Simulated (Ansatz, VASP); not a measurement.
## One calculation of Be2C, two programs

```
CELL_PARAMETERS angstrom
0.00000 2.16049 2.16049
2.16049 0.00000 2.16049
2.16049 2.16049 0.00000
ATOMIC_POSITIONS crystal
C 0.00000 0.00000 0.00000
Be 0.25000 0.25000 0.25000
Be 0.75000 0.75000 0.75000
```

The cell was built by a generator and needn't be a form met in nature.

Alike in both runs: task single point; functional HSE06; k mesh 4 × 4 × 4; no spin polarisation.

|  | VASP | Ansatz |
| --- | --- | --- |
| version | VASP 6.6.1 | Ansatz 0.2.0 |
| potentials or method | VASP PAW PBE potentials, release 64 (C, Be) | plane waves, PAW |
| plane-wave cutoff (eV) | 520 | 420 |
| occupations | gaussian, width 0.01 eV | fixed |
| valence electrons in the cell | 8 | 8 |

|  | VASP | Ansatz | Ansatz less VASP |
| --- | --- | --- | --- |
| gap on the k mesh at the Fermi level (eV) | 1.92 | 1.92 | +0.006 |
| pressure (GPa) | -1.9 | -2.1 | -0.21 |

Ansatz warned: «stress_exchange_threshold_loose».

Caveats: the k mesh is coarse (spacing up to 0.63 Å⁻¹), so the values aren't converged, least of all with exact exchange; the PAW data sets were made with another functional, which shifts forces and pressure a little (VASP). A k mesh can miss the band edges.
